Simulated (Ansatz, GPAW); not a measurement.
This is a calculation of TaSi2 for GPAW 26.7.0 (ASE script). 

The input run.py:

```python
from ase.dft.bandgap import bandgap
from ase.io import read, write
from ase.units import GPa
from gpaw import GPAW, PW, setup_paths

setup_paths.insert(0, '.')

atoms = read('POSCAR')

calc = GPAW(mode=PW(600),
            xc='PBEsol',
            kpts={'size': (5, 5, 3), 'gamma': True},
            occupations={'name': 'fermi-dirac', 'width': 0.05},
            nbands=57,
            convergence={'density': 1e-05, 'energy': 1e-05},
            maxiter=150,
            txt='gpaw.txt')
atoms.calc = calc
energy = atoms.get_potential_energy()
forces = atoms.get_forces()
stress = atoms.get_stress()
calc.write('gs.gpw')
write('result.traj', atoms)
print(f'Energy: {energy:.6f} eV')
print('Forces (eV/A):')
print(forces.round(4))
print('Stress (GPa):', (stress / GPa).round(3))
print('Fermi level:', round(calc.get_fermi_level(), 4), 'eV')
print(f'Gap: {bandgap(calc)[0]:.4f} eV, direct: {bandgap(calc, direct=True)[0]:.4f} eV')
```

The input POSCAR:

```
TaSi2
1.0
    4.7839000000      0.0000000000      0.0000000000
   -2.3919500000      4.1429789292      0.0000000000
    0.0000000000      0.0000000000      6.5700000000
Ta Si
3 6
Direct
    0.0000000000      0.5000000000      0.3333333333
    0.5000000000      0.5000000000      0.6666666667
    0.5000000000      0.0000000000      0.0000000000
    0.3179400000      0.1589700000      0.3333333333
    0.1589700000      0.8410300000      0.6666666667
    0.8410300000      0.6820600000      0.0000000000
    0.6820600000      0.8410300000      0.3333333333
    0.8410300000      0.1589700000      0.6666666667
    0.1589700000      0.3179400000      0.0000000000
```

Potentials or basis: PAW data sets generated in the run's folder for this functional, pw.

Command:

```console
$ gpaw-setup -f PBEsol Si Ta
$ OMP_NUM_THREADS=1 python run.py
```

**Question.** Set up the same calculation for Ansatz 0.2.0. Potentials or basis there: Ansatz PAW, cutoff 420 eV.

**Answer.** As run (cutoffs and basis follow the program's own potentials, and thresholds, step limits or extra output files can differ):

File input.yaml:

```yaml
crystal:
  lattice:
    - [4.7839, 0.0, 0.0]
    - [-2.39195, 4.1429789292, 0.0]
    - [0.0, 0.0, 6.57]
  atoms:
    - { symbol: Ta, position: [0.0, 0.5, 0.3333333333] }
    - { symbol: Ta, position: [0.5, 0.5, 0.6666666667] }
    - { symbol: Ta, position: [0.5, 0.0, 0.0] }
    - { symbol: Si, position: [0.31794, 0.15897, 0.3333333333] }
    - { symbol: Si, position: [0.15897, 0.84103, 0.6666666667] }
    - { symbol: Si, position: [0.84103, 0.68206, 0.0] }
    - { symbol: Si, position: [0.68206, 0.84103, 0.3333333333] }
    - { symbol: Si, position: [0.84103, 0.15897, 0.6666666667] }
    - { symbol: Si, position: [0.15897, 0.31794, 0.0] }
hamiltonian:
  xc: pbesol
  pseudopotentials: { kind: paw }
kpoints:
  mp_grid: { grid: [5, 5, 3] }
scf:
  occupations: { method: fermi_dirac, width: 0.05 }
output:
  forces: true
  stress: true
  eigenvalues: true
```

Potentials or basis: Ansatz PAW.

Run with:

```bash
$ ansatz run input.yaml --threads 4 --pin off --max-ram 11264MiB --backend cpu --events-out ev --progress --plain --runs-dir out
```

Both were run:

|  | GPAW | Ansatz |
| --- | --- | --- |
| Pressure | -1.4 GPa | -2.2 GPa |

Ansatz's pressure holds a Pulay term of +0.05 GPa for its cutoff of 420 eV, which the other run lacks.

Ansatz's potentials were made for PBE.

Where Ansatz's input types no cutoff or centring, it takes its own default and a Γ-centred mesh.

Pressure is positive in compression.
